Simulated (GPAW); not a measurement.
The system is TaN.

```xyz
4
Lattice="2.9218 0.0000 0.0000 -1.4609 2.5303 0.0000 0.0000 0.0000 5.9165" Properties=species:S:1:pos:R:3 pbc="T T T"
Ta    0.0000    0.0000    2.9583
Ta    0.0000    0.0000    0.0000
N     0.0000    1.6869    1.4791
N     1.4609    0.8434    4.4374
```

The cell comes from a database or a generator and needn't be the stable form of this composition.

Base run:

| Item | Value |
| --- | --- |
| Program | GPAW 26.7.0 |
| Functional | PBEsol |
| Potentials or basis | PAW data sets generated in the run's folder for this functional |
| Cutoff | 800 eV |
| Basis | pw |
| k mesh | 7 × 7 × 4 |
| Occupations | fermi-dirac, width 0.05 eV |
| Spin | no spin polarisation |
| Hubbard terms | Ta d U = 3 eV |

Its results: band gap on the k mesh none (metal or under the smearing width); pressure -2.9 GPa.

Question: The run is repeated on the same cell with these changes: hubbard terms from Ta d U = 3 eV to Ta d U = 6 eV. What comes out?

Answer: Band gap on the k mesh none (metal or under the smearing width); pressure 6.4 GPa.

Caveats: U without spin polarisation on a metal has little footing.
